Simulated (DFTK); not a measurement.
The system is Ge.

```
Ge
1.0
     0.00000    2.82891    2.82891
     2.82891    0.00000    2.82891
     2.82891    2.82891    0.00000
Ge
2
Direct
  0.75000 0.75000 0.75000
  0.50000 0.50000 0.50000
```

Base run:

| Property | Result |
| --- | --- |
| Program | DFTK 0.8.2 |
| Functional | PBE |
| Potentials or basis | dojo.nc.sr.pbe.v0_4_1.standard.upf (PBE) |
| Cutoff | 1061 eV |
| k mesh | 8 × 8 × 8 |
| Occupations | fermi-dirac, width 0.05 eV |
| Spin | no spin polarisation |

Its results: band gap on the k mesh none (metal or under the smearing width); pressure 3.7 GPa.

**Question.** The run is repeated on the same cell with these changes: functional from PBE to PBEsol; potentials or basis from dojo.nc.sr.pbe.v0_4_1.standard.upf (PBE) to dojo.nc.sr.pbesol.v0_4_1.standard.upf (PBEsol). What comes out?

**Answer.** Band gap on the k mesh none (metal or under the smearing width); pressure 0.6 GPa.

Caveats: this crystal is a semiconductor, whose small gap the functional closes, so the metal is an error of the method.

Not every run made on this cell is shown here.
